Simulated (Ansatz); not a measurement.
**MgO: how the free axis answers a strain**

MgO, Fm-3m, a = 4.204 Å. Ansatz: r2SCAN, PAW, 500 eV, Γ-centred 8×8×6 mesh on 4 atoms, Gaussian smearing 0.02 eV; no spin polarisation. Series: biaxial strain in the a-b plane, c and atoms relaxed; x is the strain in per cent. The axes a, b, c are those of the computed cell (2.973, 2.973, 4.204 Å), along [1 1 0], [-1 1 0], [0 0 1] of the cell named above. y is the change of c in per cent of 4.204 Å.

```tsv
x (%)	y (%)
-3.0	?
-2.0	1.29
-1.0	0.63
0.0	0.00
1.0	-0.59
2.0	-1.15
3.0	-1.69
```

Fit y = c1 x + c2 x² to the other rows, say what c1 measures, and predict the missing y.

Least squares on the rows shown. y = −0.6113 x + 0.01648 x². With no stress along c, c1 = −2C12/C11 = -0.611. At x = -3.0 the fit asked for gives 1.98 %. The run gave 1.98 %, the same to the digits shown.